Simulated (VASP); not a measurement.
Set up this calculation in VASP 6.6.1, as the native input.

- Task: relaxation of cell and atoms
- Functional: vdW-DF-cx
- Potentials or basis: VASP PAW PBE potentials, release 64 (Si)
- Cutoff: 600 eV
- k mesh: 12 × 12 × 11
- Occupations: fermi-dirac, width 0.05 eV
- Spin: no spin polarisation
- Further INCAR settings: ALGO = Normal; EDIFF = 1e-06; IBRION = 2; EDIFFG = -0.02; NSW = 40; ISIF = 3

The structure of Si lies in POSCAR:

```
Si
1.0
    2.6205428149      0.0000000000      0.0000000000
   -1.3102714075      2.2694566494      0.0000000000
    0.0000000000      0.0000000000      2.4663543900
Si
1
Direct
    0.0000000000      0.0000000000      0.0000000000
```

This isn't the form of Si at room conditions, which is diamond.

These files were run (other wordings do the same):

INCAR

```
  AGGAC = 0.0
  ALGO = Normal
  EDIFF = 1E-6
  EDIFFG = -0.02
  ENCUT = 600
  GGA = CX
  IBRION = 2
  ISIF = 3
  ISMEAR = -1
  LASPH = True
  LCHARG = False
  LREAL = False
  LUSE_VDW = True
  LWAVE = False
  NELM = 60
  NSW = 40
  PREC = Accurate
  SIGMA = 0.05
```

KPOINTS

```
k-points
0
Gamma
  12 12 11
```

Potentials or basis: VASP PAW PBE potentials, release 64 (Si).

Launch:

```bash
$ cat potpaw_PBE.64/Si/POTCAR > POTCAR
$ mpirun -np 1 vasp_std > vasp.out
```

Results of the run:

```json
{"Relaxed volume": "14.96 Å³/atom", "Relaxed cell": "a = 2.629 Å, b = 2.629 Å, c = 2.500 Å, α = 90.00°, β = 90.00°, γ = 120.00°", "Space group after relaxing (to 0.05 Å)": "P6/mmm (No. 191)", "Energy gained by relaxing": "3.5 meV/atom", "Ionic steps": "3", "Pressure after relaxing": "0.1 GPa", "Band gap on the k mesh": "none (metal or under the smearing width)"}
```

Caveat: the PAW data sets were made with another functional, which shifts forces and pressure a little.

Wall time 29 s on 1 thread of AMD EPYC 9R45 (Zen 5), on a shared host, peak memory 0.22 GiB.
